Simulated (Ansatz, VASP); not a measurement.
## Al: VASP beside Ansatz

The input INCAR:

```
ALGO = Normal
EDIFF = 1E-6
ENCUT = 520
GGA = RE
ISIF = 2
ISMEAR = -1
LASPH = True
LCHARG = True
LELF = True
LREAL = False
LVHAR = True
LWAVE = False
NBANDS = 8
NELM = 60
PREC = Accurate
SIGMA = 0.1
```

Contents of KPOINTS:

```
k-points
0
Gamma
  15 15 15
```

Contents of POSCAR:

```
Al
1.0
   -1.6042026719      1.6042026719      1.6042026719
    1.6042026719     -1.6042026719      1.6042026719
    1.6042026719      1.6042026719     -1.6042026719
Al
1
Direct
    0.0000000000      0.0000000000      0.0000000000
```

Input for Ansatz:

```yaml
crystal:
  lattice:
    - [-1.6042026719, 1.6042026719, 1.6042026719]
    - [1.6042026719, -1.6042026719, 1.6042026719]
    - [1.6042026719, 1.6042026719, -1.6042026719]
  atoms:
    - { symbol: Al, position: [0.0, 0.0, 0.0] }
hamiltonian:
  xc: revpbe
  pseudopotentials:
    kind: paw
    azcp:
      Al: "pseudopotentials/Al.paw.azcp"
basis:
  ecutwfc: 420
  fft_grid_basis: typed
kpoints:
  mp_grid: { grid: [15, 15, 15], shift: [0, 0, 0] }
magnetization:
  spin_polarized: false
scf:
  occupations: { method: fermi_dirac, width: 0.1 }
  lower_state_search: "off"
output:
  stress: true
```

Alike in both runs: task single point; functional revPBE; k mesh 15 × 15 × 15; occupations fermi-dirac, width 0.1 eV; no spin polarisation.

|  | VASP | Ansatz |
| --- | --- | --- |
| version | VASP 6.6.1 | Ansatz 0.2.0 |
| potentials or method | VASP PAW PBE potentials, release 64 (Al) | plane waves (420 eV) with PAW, scalar-relativistic |
| plane-wave cutoff (eV) | 520 | 420 |
| valence electrons in the cell | 3 | 3 |

```csv
,VASP,Ansatz,Ansatz less VASP
pressure (GPa),2.7,2.9,+0.16
```

With one functional, cell and mesh, what is left measures potentials, basis and numerics.

Caveats: the PAW data sets were made with another functional, which shifts forces and pressure a little (VASP).
